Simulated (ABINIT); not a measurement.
TiC: single point with PBEsol

Crystal: TiC.

```
Ti C
1.0
     0.00000    2.16572    2.16572
     2.16572    0.00000    2.16572
     2.16572    2.16572    0.00000
Ti C
1 1
Direct
  0.00000 0.00000 0.00000
  0.50000 0.50000 0.50000
```

The cell is a database's computed one.

| Item | Value |
| --- | --- |
| Program | ABINIT 10.8.3 (patched build) |
| Task | single point |
| Functional | PBEsol |
| Potentials or basis | JTH PAW PBE v2.0 |
| Cutoff | 517 eV |
| k mesh | 7 × 7 × 7 |
| Occupations | fermi-dirac, width 0.05 eV |
| Spin | no spin polarisation |

```yaml
Pressure: -6.0 GPa
Band_gap_on_the_k_mesh: none (metal or under the smearing width)
Valence_electrons_inside_the_program's_atomic_spheres: Ti 10.37; C 2.41
```

Levels at points of the mesh, in eV from the Fermi level:
```
           k point  band 4  band 5  band 6  band 7  band 8  band 9  band 10  band 11  band 12
(0.00, 0.00, 0.00)  -32.35  -12.30    0.74    0.74    0.74    1.79     1.79     1.79     1.82
```

Run time: 14 s on 1 thread of Arm Neoverse V1, on a shared host, peak memory 0.11 GiB.

Caveat: the PAW data sets were made with another functional, which shifts forces and pressure a little.
